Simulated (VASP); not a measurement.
Write the native input for VASP 6.6.1 that does the following.

```
Task                   : relaxation of cell and atoms
Functional             : PBE
Potentials or basis    : VASP PAW PBE potentials, release 64 (Ga_d, Sb)
Cutoff                 : 600 eV
k mesh                 : 10 × 10 × 10
Occupations            : gaussian, width 0.03 eV
Spin                   : no spin polarisation
Further INCAR settings : ALGO = Normal; EDIFF = 1e-06; IBRION = 2; EDIFFG = -0.01; NSW = 90; ISIF = 3
```

The structure of GaSb lies in POSCAR:

```
GaSb
1.0
    0.0000000000      3.0590000000      3.0590000000
    3.0590000000      0.0000000000      3.0590000000
    3.0590000000      3.0590000000      0.0000000000
Ga Sb
1 1
Direct
    0.0000000000      0.0000000000      0.0000000000
    0.2500000000      0.2500000000      0.2500000000
```

The cell was built by a generator and needn't be a form met in nature.

One way to write it, as run:

INCAR

```
SYSTEM = GaSb
PREC = Accurate
ENCUT = 600
EDIFF = 1E-6
ISMEAR = 0
SIGMA = 0.03
LREAL = .False.
LASPH = .True.
NELM = 80
ALGO = Normal
ISIF = 3
LWAVE = .False.
LCHARG = .False.
GGA = PE
IBRION = 2
NSW = 90
EDIFFG = -0.01
```

KPOINTS

```
regular mesh
0
Gamma
  10 10 10
  0 0 0
```

Potentials or basis: VASP PAW PBE potentials, release 64 (Ga_d, Sb).

The run is started by

```console
$ cat potpaw_PBE.64/Ga_d/POTCAR potpaw_PBE.64/Sb/POTCAR > POTCAR
$ mpirun -np 1 vasp_std > vasp.out
```

Results of the run:

The relaxed volume is 30.03 Å³/atom and the relaxed cell is a = 4.396 Å, b = 4.396 Å, c = 4.396 Å, α = 60.00°, β = 60.00°, γ = 60.00°. The space group after relaxing (to 0.05 Å) is F-43m (No. 216). The energy gained by relaxing is 10.0 meV/atom, the ionic steps are 3 and the pressure after relaxing is 0.0 GPa. The band gap on the k mesh is none (metal or under the smearing width).

Caveat: this crystal is a semiconductor, whose small gap the functional closes, so the metal is an error of the method.

It took 38 s on 1 thread of Intel(R) Xeon(R) 6975P-C (Granite Rapids), with other jobs on the host, peak memory 0.24 GiB.
